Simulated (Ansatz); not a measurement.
As: pressure and energy change per atom as volume scale varies

All results are calculated (Ansatz 0.2.0). Plane-wave DFT, scalar-relativistic PAW made under PBE with cores redone for the functional, no dispersion; the given relaxed cell is scaled uniformly, energy at zero smearing counts from the unscaled cell, pressure at the given Fermi-Dirac smearing is positive in compression.

The cell before it is scaled or strained (space group P6/mmm, No. 191):
```
cell vectors (Å)
   4.8835     0.0000     0.0000
  -2.4417     4.2292     0.0000
   0.0000     0.0000     2.8476
atoms (fractions of the cell vectors)
As  0.00000  1.00000  0.00000
As  0.33333  0.66667  0.50000
As  0.66667  0.33333  0.50000
```

Settings of every row: spin polarised no; functional RPBE; wave cutoff 420 eV; smearing width 0.1 eV; k mesh 9x9x12.

Atom starting moment: 0 on all atoms.

Limits: the cell comes from a prototype or a list of computed structures and needn't be the stable phase.

```
row  volume scale  V (Å³/atom)  pressure (GPa)  energy change per atom (meV)
  1          0.88       17.252               ?                             ?
  2          0.92       18.036            7.73                         34.92
  3          0.96        18.82            3.54                          8.27
  4          1.04       20.388            -2.5                          6.43
  5          1.08       21.172           -4.67                         24.68
  6          1.12       21.957           -6.43                         52.46
```

Question: what pressure and energy change per atom should row 1 give?

Worked fit of pressure. Take u = (V_r/V)^(2/3) − 1 with V_r = 20.388 Å³ an atom, which is twice the finite (Eulerian) strain; such expansions in the strain, on which the Birch-Murnaghan equation of state is built, carry the rest volume and the bulk modulus. The shown rows have u = 0.08515, 0.0548, 0, -0.02484, -0.04822. Least squares give pressure = −2.514 + 95.012 × u + 294.36 × u² GPa; a straight line predicts inner rows, each left out in turn, worse (root mean square 0.58 against 0.047 GPa). The rows lie off it by 0.02, -0.04, 0.01, 0.02, -0.02. The pressure vanishes at u = 0.0246, or V = 19.66 Å³ an atom, and there the bulk modulus at fixed shape and fractions is B = −V dP/dV = (2/3)(1 + u) dP/du = 74.8 GPa. Letting shape and atoms relax would as a rule lower it, by much in layered, chain or molecular crystals. The withheld row has u = 0.11778, so the fit gives −2.514 + 95.012 × (0.11778) + 294.36 × (0.11778)² = 12.76 GPa.

The calculation gave 12.96 GPa. The fit lies 0.20 GPa (1.5 % of the value, 1 % of the column's range) below it; its largest miss of a shown row is 0.04 GPa. This row lies beyond the range of the fit.

Worked fit of energy change per atom. Take u = (V_r/V)^(2/3) − 1 with V_r = 20.388 Å³ an atom, which is twice the finite (Eulerian) strain; such expansions in the strain, on which the Birch-Murnaghan equation of state is built, carry the rest volume and the bulk modulus. The shown rows have u = 0.08515, 0.0548, 0, -0.02484, -0.04822. Least squares give energy change per atom = 6.335 − 491.589 × u + 9697.6 × u² meV; a straight line predicts inner rows, each left out in turn, worse (root mean square 19 against 0.31 meV). The rows lie off it by 0.13, -0.25, 0.09, 0.15, -0.13 (root mean square 0.16 meV). The withheld row has u = 0.11778, so the fit gives 6.335 − 491.589 × (0.11778) + 9697.6 × (0.11778)² = 82.96 meV.

The calculation gave 84.59 meV. The fit lies 1.63 meV (1.9 % of the value, 2.1 % of the column's range) below it; its largest miss of a shown row is 0.25 meV. This row lies beyond the range of the fit.
